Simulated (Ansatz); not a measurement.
# PbSe: the cost of one run

Computed with Ansatz 0.2.0 (DFT r²SCAN, scalar-relativistic, plane waves, PAW, unless a step's input says otherwise).

1 further run of the same task is left out (it didn't finish).

### Step 1. The starting structure

Symmetry: P1, No. 1, triclinic system. Conventional cell: a = 4.415 Å, b = 4.415 Å, c = 12.399 Å, α = 100.23°, β = 100.23°, γ = 90.13°. Pb (site symmetry 1) is surrounded by 5 Se at 2.89 to 3.13 Å. Pb (site symmetry 1) has 5 Se at 2.89 to 3.24 Å as nearest neighbours. Around Se (site symmetry 1) lie 5 Pb at 2.89 to 3.13 Å. Se (site symmetry 1) is surrounded by 5 Pb at 2.89 to 3.24 Å.

Cell or atoms stand a little off a more symmetric structure (I4/mmm at a tolerance of 0.3 Å), so results at this geometry aren't those of that ideal crystal.

As a file:

```xyz
4
Lattice="4.4149 0.0000 0.0000 -0.0103 4.4149 0.0000 -2.2023 -2.2074 12.0008" Properties=species:S:1:pos:R:3 pbc="T T T"
Pb   -0.0254    0.0381    4.5888
Pb    2.1918    2.1990    7.4218
Se    2.1814    2.2556    4.5359
Se   -0.1072    0.0510    7.4788
```

### Step 2. At the starting volume

input.yaml

```yaml
crystal:
  lattice:
    - [4.4148901116, 0.0, 0.0]
    - [-0.0103110245, 4.4148780708, 0.0]
    - [-2.2022895435, -2.2074390355, 12.0007994136]
  atoms:
    - { symbol: Pb, position: [0.185454, 0.19981, 0.382376] }
    - { symbol: Pb, position: [0.80684, 0.807304, 0.618443] }
    - { symbol: Se, position: [0.684266, 0.699895, 0.377965] }
    - { symbol: Se, position: [0.287332, 0.323146, 0.623194] }
basis:
  ecutwfc: 500
  ecutrho_ratio: 4
kpoints:
  mp_grid: { grid: [8, 8, 8] }
hamiltonian:
  xc: r2scan
scf:
  occupations: { method: gaussian, width: 0.05 }
output:
  forces: true
  stress: true
  eigenvalues: true
```

Launch:

```
> ansatz run input.yaml --threads 4 --pin off --max-ram 9216MiB --backend cpu --events-out ev --progress --plain --runs-dir out
```

What time and memory should one allow on 4 threads of Arm Neoverse V1, shared host?

About 97 s, with a peak of 2.3 GiB.
